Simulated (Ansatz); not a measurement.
RuO$_{2}$:
```cif
data_O4Ru2
_chemical_formula_sum 'Ru2 O4'
_space_group_name_H-M_alt 'P42/mnm'
_space_group_IT_number 136
_space_group_name_Hall '-P 4n 2n'
_cell_length_a 4.42572
_cell_length_b 4.42572
_cell_length_c 3.07421
_cell_angle_alpha 90.000
_cell_angle_beta 90.000
_cell_angle_gamma 90.000
loop_
_atom_site_label
_atom_site_type_symbol
_atom_site_symmetry_multiplicity
_atom_site_Wyckoff_symbol
_atom_site_fract_x
_atom_site_fract_y
_atom_site_fract_z
_atom_site_occupancy
Ru1 Ru 2 a 0.00000 0.00000 0.00000 1
O1 O 4 f 0.30639 0.30639 0.00000 1
```

Relaxed with LDA.

Question: Decompose the optical modes at the zone centre into irreducible representations, and say which are infrared and Raman allowed.

Answer: Point group 4/mmm: Γ_opt = A1g + A2g + A2u + B1g + 2B1u + B2g + Eg + 3Eu. Infrared: A2u, Eu. Raman: A1g, B1g, B2g, Eg.

Question: Assign frequencies (DFPT, LDA (plane waves, PAW; program Ansatz)).

Answer: B1g 180, B1u 194, Eu 297, A2g 418, Eu 433, Eg 528, A2u 570, B1u 600, A1g 653, Eu 671, B2g 736 cm⁻¹.

Subscripts of B labels follow the axes of the standard setting.

Space group P4_2/mnm (rutile). The LDA relaxation kept the symmetry of its start; of distortions, only those at the zone centre were tested. No spin polarisation was allowed. As this level gives no gap, phonon frequencies hold no LO–TO term and depend on the k-mesh and smearing (Fermi–Dirac, 0.1 eV here).

Potentials: the later of the program's two PAW sets.
